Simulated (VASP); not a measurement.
# Li2S (Fm-3m) in VASP: relaxation of cell and atoms with PBEsol

Aim: the relaxation of cell and atoms of Li2S with PBEsol.

Everything below comes from runs of VASP 6.6.1. Logs are shortened: lines on timing, memory, paths and dates and some standing lists are left out, and cuts for length are marked.

**1. The undisturbed crystal**

Symmetry: Fm-3m, No. 225, cubic system. Conventional cell: a = 5.655 Å, b = 5.655 Å, c = 5.655 Å, α = 90.00°, β = 90.00°, γ = 90.00°. Around Li (site symmetry -43m) lie 4 S at 2.45 Å. Around S (site symmetry m-3m) lie 8 Li at 2.45 Å.

**2. Relaxation of cell and atoms, PBEsol (cell and atoms relaxed tightly for response)**

Contents of INCAR:

```
PREC = Accurate
ENCUT = 600
EDIFF = 1E-7
ISMEAR = 0
SIGMA = 0.01
LREAL = F
LASPH = T
NELM = 80
ALGO = Fast
ISIF = 3
LWAVE = F
LCHARG = F
GGA = PS
IBRION = 2
NSW = 80
EDIFFG = -0.001
```

Contents of KPOINTS:

```
regular mesh
0
Gamma
  8 8 8
```

Contents of POSCAR:

```
Li2S
1.0
    0.0000000000      2.8273141368      2.8273141368
    2.8273141368      0.0000000000      2.8273141368
    2.8273141368      2.8273141368      0.0000000000
Li S
2 1
Direct
    0.2500000000      0.2500000000      0.2500000000
    0.7500000000      0.7500000000      0.7500000000
    0.0000000000      0.0000000000      0.0000000000
```

Potentials or basis: VASP PAW PBE potentials, release 64 (Li_sv, S).

On the command line:

```bash
$ cat potpaw_PBE.64/Li_sv/POTCAR potpaw_PBE.64/S/POTCAR > POTCAR
$ mpirun -np 1 vasp_std > vasp.out
```

OUTCAR:

```text
PREC = Accurate
   ENCUT = 600
   EDIFF = 1E-7
   ISMEAR = 0
   LREAL = F
   LASPH = T
   NELM = 80
   ISIF = 3
   GGA = PS
   IBRION = 2
   NSW = 80
   EDIFFG = -0.001

 ion  position               nearest neighbor table
   1  0.250  0.250  0.250-   3 2.45   3 2.45   3 2.45   3 2.45
   2  0.750  0.750  0.750-   3 2.45   3 2.45   3 2.45   3 2.45
   3  0.000  0.000  0.000-   2 2.45   2 2.45   2 2.45   1 2.45   2 2.45   1 2.45   1 2.45   1 2.45

  LATTYP: Found a face centered cubic cell.
 ALAT       =     5.6546282736

  Lattice vectors:

 A1 = (   0.0000000000,   2.8273141368,   2.8273141368)
 A2 = (   2.8273141368,   0.0000000000,   2.8273141368)
 A3 = (   2.8273141368,   2.8273141368,   0.0000000000)

Analysis of symmetry for initial positions (statically):
=====================================================================
 Subroutine PRICEL returns:
 Original cell was already a primitive cell.

 Routine SETGRP: Setting up the symmetry group for a
 face centered cubic supercell.

 Subroutine GETGRP returns: Found 48 space group operations
 (whereof 48 operations were pure point group operations)
 out of a pool of 48 trial point group operations.

The static configuration has the point symmetry O_h .

Analysis of symmetry for dynamics (positions and initial velocities):
=====================================================================
 Subroutine PRICEL returns:
 Original cell was already a primitive cell.

 Routine SETGRP: Setting up the symmetry group for a
 face centered cubic supercell.

 Subroutine GETGRP returns: Found 48 space group operations
 (whereof 48 operations were pure point group operations)
 out of a pool of 48 trial point group operations.

The dynamic configuration has the point symmetry O_h .

 Subroutine INISYM returns: Found 48 space group operations
 (whereof 48 operations are pure point group operations),
 and found     1 'primitive' translations

----------------------------------------------------------------------------------------

                                     Primitive cell

  volume of cell :      45.2014

  direct lattice vectors                    reciprocal lattice vectors
     0.000000000  2.827314137  2.827314137    -0.176846284  0.176846284  0.176846284
     2.827314137  0.000000000  2.827314137     0.176846284 -0.176846284  0.176846284
     2.827314137  2.827314137  0.000000000     0.176846284  0.176846284 -0.176846284

  length of vectors
     3.998425997  3.998425997  3.998425997     0.306306750  0.306306750  0.306306750

  position of ions in fractional coordinates (direct lattice)
     0.250000000  0.250000000  0.250000000
     0.750000000  0.750000000  0.750000000
     0.000000000  0.000000000  0.000000000

  ion indices of the primitive-cell ions
   primitive index   ion index
                 1           1
                 2           2
                 3           3

----------------------------------------------------------------------------------------

 KPOINTS: regular mesh

Automatic generation of k-mesh.
 Grid dimensions read from file:
 generate k-points for:    8    8    8

 Generating k-lattice:

  Cartesian coordinates                     Fractional coordinates (reciprocal lattice)
    -0.022105786  0.022105786  0.022105786     0.125000000  0.000000000  0.000000000
     0.022105786 -0.022105786  0.022105786     0.000000000  0.125000000  0.000000000
     0.022105786  0.022105786 -0.022105786     0.000000000  0.000000000  0.125000000

  Length of vectors
     0.038288344  0.038288344  0.038288344

  Shift w.r.t. Gamma in fractional coordinates (k-lattice)
     0.000000000  0.000000000  0.000000000

 Subroutine IBZKPT returns following result:
 ===========================================

 Found     29 irreducible k-points:

 Following reciprocal coordinates:
            Coordinates               Weight
  0.000000  0.000000  0.000000      1.000000
  0.125000  0.000000  0.000000      8.000000
  0.250000  0.000000  0.000000      8.000000
  0.375000  0.000000  0.000000      8.000000
  0.500000  0.000000  0.000000      4.000000
  0.125000  0.125000  0.000000      6.000000
[... 16 lines left out ...]
  0.500000  0.250000  0.125000     48.000000
 -0.375000  0.250000  0.125000     24.000000
 [... further k-points ...]
   k-points           NKPTS =     29   k-points in BZ     NKDIM =     29   number of bands    NBANDS=     10
   number of dos      NEDOS =    301   number of ions     NIONS =      3
   total plane-waves  NPLWV =  32768
   dimension x,y,z NGX =    32 NGY =   32 NGZ =   32
   dimension x,y,z NGXF=    64 NGYF=   64 NGZF=   64
   ions per type =               2   1
   NGX,Y,Z   is equivalent  to a cutoff of  13.30, 13.30, 13.30 a.u.
   NGXF,Y,Z  is equivalent  to a cutoff of  26.61, 26.61, 26.61 a.u.
 SYSTEM =  unknown system
   PREC   = accura    normal or accurate (medium, high low for compatibility)
   ISTART =      0    job   : 0-new  1-cont  2-samecut
   ICHARG =      2    charge: 1-file 2-atom 10-const
   ISPIN  =      1    spin polarized calculation?
   LNONCOLLINEAR =      F non collinear calculations
   LSORBIT =      F    spin-orbit coupling
   LASPH  =      T    aspherical Exc in radial PAW
   ENCUT  =  600.0 eV  44.10 Ry    6.64 a.u.   7.99  7.99  7.99*2*pi/ulx,y,z
   NELM   =     80;   NELMIN=  2; NELMDL= -5     # of ELM steps
   EDIFF  = 0.1E-06   stopping-criterion for ELM
   LREAL  =      F    real-space projection
   EDIFFG = -.1E-02   stopping-criterion for IOM
   NSW    =     80    number of steps for IOM
   IBRION =      2    ionic relax: 0-MD 1-quasi-New 2-CG
   NFREE  =      1    steps in history (QN), initial steepest desc. (CG)
   ISIF   =      3    stress and relaxation
   ISYM   =      2    0-nonsym 1-usesym 2-fastsym
   POTIM  = 0.5000    time-step for ionic-motion
   TEBEG  =    0.0;   TEEND  =   0.0 temperature during run
   PSTRESS=    0.0 pullay stress
   NELECT =      12.0000    total number of electrons
   NUPDOWN=      -1.0000    fix difference up-down
   EMIN   =  10.00;   EMAX   =-10.00  energy-range for DOS
   EFERMI =   0.00;   METHOD = LEGACY
   ISMEAR =     0;   SIGMA  =   0.01  broadening in eV -4-tet -1-fermi 0-gaus
   EFERMI_NEDOS =   21; number of points for ismear=-14 and -15
   IALGO  =     68    algorithm
   IMIX   =      4    mixing-type and parameters
     AMIX     =   0.40;   BMIX     =  1.00
     AMIX_MAG =   1.60;   BMIX_MAG =  1.00
  volume/ion in A,a.u.               =      15.07       101.68
  Fermi-wavevector in a.u.,A,eV,Ry     =   1.052167  1.988307 15.062392  1.107055
  Thomas-Fermi vector in A             =   2.187239
   LORBIT       =      0    0 simple, 1 ext, 2 COOP (PROOUT), +10 PAW based schemes
   GGA     = PS    functional components
   LHFCALC =     F    Hartree Fock is set to
   AEXX    =    0.0000 exact exchange contribution
   IVDW    =     0    specifies the selected vdW correction
   LEPSILON=     F    determine dielectric tensor
   LRPA    =     F    only Hartree local field effects (RPA)
 conjugate gradient relaxation of ions
 non-spin polarized calculation
 RMM-DIIS sequential band-by-band and
 Gauss-broadening in eV      SIGMA  =   0.01
  energy-cutoff  :      600.00
  volume of cell :       45.20
 maximum number of plane-waves:      1540
   NGX = 15   NGY = 15   NGZ = 15

--------------------------------------- Ionic step        1  -------------------------------------------

 number of electron      11.9999990 magnetization

 Free energy of the ion-electron system (eV)
  ---------------------------------------------------
  ext. energy  EPLUGINS =         0.00000000
  ---------------------------------------------------
  free energy    TOTEN  =       -12.37693007 eV

  energy without entropy =      -12.37693007  energy(sigma->0) =      -12.37693007

------------------------ aborting loop because EDIFF is reached ----------------------------------------

  FORCE on cell =-STRESS in cart. coord.  units (eV):
  Direction    XX          YY          ZZ          XY          YZ          ZX
  --------------------------------------------------------------------------------------
  -------------------------------------------------------------------------------------
  Total       -0.0070036     -0.0070036     -0.0070036     -0.0000000     -0.0000000     -0.0000000
  in kB       -0.2482442     -0.2482442     -0.2482442     -0.0000000     -0.0000000     -0.0000000
  external PRESSURE =      -0.2482442 kB  Pullay stress =       0.0000000 kB

 VOLUME and BASIS-vectors are now :
 -----------------------------------------------------------------------------
  energy-cutoff  :      600.00
  volume of cell :       45.20
      direct lattice vectors                 reciprocal lattice vectors
     0.000000000  2.827314137  2.827314137    -0.176846284  0.176846284  0.176846284
     2.827314137  0.000000000  2.827314137     0.176846284 -0.176846284  0.176846284
     2.827314137  2.827314137  0.000000000     0.176846284  0.176846284 -0.176846284

 POSITION                                       TOTAL-FORCE (eV/Angst)
 -----------------------------------------------------------------------------------
      1.41366      1.41366      1.41366         0.000000      0.000000      0.000000
      4.24097      4.24097      4.24097        -0.000000     -0.000000     -0.000000
      0.00000      0.00000      0.00000        -0.000000     -0.000000      0.000000
 -----------------------------------------------------------------------------------
    total drift:                                0.000000     -0.000000      0.000000

  FREE ENERGIE OF THE ION-ELECTRON SYSTEM (eV)
  ---------------------------------------------------
  free  energy   TOTEN  =       -12.3769300655 eV

  energy  without entropy=      -12.3769300655  energy(sigma->0) =      -12.37693007

--------------------------------------- Ionic step        2  -------------------------------------------

 number of electron      11.9999990 magnetization

 Free energy of the ion-electron system (eV)
  ---------------------------------------------------
  ext. energy  EPLUGINS =         0.00000000
  ---------------------------------------------------
  free energy    TOTEN  =       -12.37693157 eV

  energy without entropy =      -12.37693157  energy(sigma->0) =      -12.37693157

 E-fermi :   1.6614     XC(G=0):  -8.7280

 val. band max:        1.5576479571   @ k =   0.0000   0.0000   0.0000
 cond. band min:       4.7607556884   @ k =   0.5000   0.5000   0.0000
 fundamental gap:      3.2031077314
 Fermi energy:         1.6614311019

 k-point     1 :       0.0000    0.0000    0.0000
  band No.  band energies     occupation
      1     -41.8979      2.00000
      2     -41.8476      2.00000
      3      -9.5233      2.00000
      4       1.5576      2.00000
      5       1.5576      2.00000
      6       1.5576      2.00000
      7       5.7825      0.00000
      8       7.7156      0.00000
      9       7.7156      0.00000
     10       7.7156      0.00000

 k-point     2 :       0.1250    0.0000    0.0000
  band No.  band energies     occupation
      1     -41.8959      2.00000
      2     -41.8495      2.00000
      3      -9.4640      2.00000
      4       0.9301      2.00000
      5       1.4649      2.00000
      6       1.4649      2.00000
      7       6.2226      0.00000
      8       7.9578      0.00000
      9       7.9578      0.00000
     10       8.0900      0.00000
[... 274 lines left out ...]
 k-point    24 :      -0.3750    0.2500    0.1250
  band No.  band energies     occupation
      1     -41.8718      2.00000
      2     -41.8718      2.00000
      3      -8.9953      2.00000
      4      -1.1360      2.00000
      5       0.2612      2.00000
      6       0.6067      2.00000
      7       7.3137      0.00000
      8       8.1776      0.00000
      9       9.9117      0.00000
     10      10.5660      0.00000

 [... further k-points ...]

------------------------ aborting loop because EDIFF is reached ----------------------------------------

  FORCE on cell =-STRESS in cart. coord.  units (eV):
  Direction    XX          YY          ZZ          XY          YZ          ZX
  --------------------------------------------------------------------------------------
  -------------------------------------------------------------------------------------
  Total       -0.0028587     -0.0028587     -0.0028587      0.0000000      0.0000000      0.0000000
  in kB       -0.1013634     -0.1013634     -0.1013634      0.0000000      0.0000000      0.0000000
  external PRESSURE =      -0.1013634 kB  Pullay stress =       0.0000000 kB

 VOLUME and BASIS-vectors are now :
 -----------------------------------------------------------------------------
  energy-cutoff  :      600.00
  volume of cell :       45.19
      direct lattice vectors                 reciprocal lattice vectors
    -0.000000000  2.826995714  2.826995714    -0.176866204  0.176866204  0.176866204
     2.826995714 -0.000000000  2.826995714     0.176866204 -0.176866204  0.176866204
     2.826995714  2.826995714 -0.000000000     0.176866204  0.176866204 -0.176866204

 POSITION                                       TOTAL-FORCE (eV/Angst)
 -----------------------------------------------------------------------------------
      1.41350      1.41350      1.41350        -0.000000     -0.000000     -0.000000
      4.24049      4.24049      4.24049         0.000000      0.000000      0.000000
      2.82700      2.82700     -0.00000         0.000000      0.000000      0.000000
 -----------------------------------------------------------------------------------
    total drift:                                0.000000     -0.000000      0.000000

  FREE ENERGIE OF THE ION-ELECTRON SYSTEM (eV)
  ---------------------------------------------------
  free  energy   TOTEN  =       -12.3769315728 eV

  energy  without entropy=      -12.3769315728  energy(sigma->0) =      -12.37693157

 reached required accuracy - stopping structural energy minimisation
```

It took 27 s on 1 thread of Intel Xeon Platinum 8488C (Sapphire Rapids), shared host; peak memory 0.17 GiB.

Results:

```yaml
Free_energy: -12.3769 eV
Relaxed_volume: 15.06 Å³/atom
Relaxed_cell: a = 3.998 Å, b = 3.998 Å, c = 3.998 Å, α = 60.00°, β = 60.00°, γ = 60.00°
Space_group_after_relaxing_to_0.05_Å: Fm-3m (No. 225)
Energy_gained_by_relaxing: 0.0 meV/atom
Ionic_steps: 2
Pressure_after_relaxing: 0.0 GPa
Band_gap_on_the_k_mesh: 3.20 eV, indirect (least direct gap 4.22 eV)
```

Final structure:
```
CELL_PARAMETERS angstrom
0.00000 2.82700 2.82700
2.82700 0.00000 2.82700
2.82700 2.82700 0.00000
ATOMIC_POSITIONS crystal
Li 0.25000 0.25000 0.25000
Li 0.75000 0.75000 0.75000
S 0.00000 0.00000 0.00000
```

Caveat: the cutoff is under 1.25 times the usual one of these potentials, so pressure, stress and relaxed cells hold a basis-set (Pulay) error; the PAW data sets were made with another functional, which shifts forces and pressure a little. A k mesh can miss the band edges.
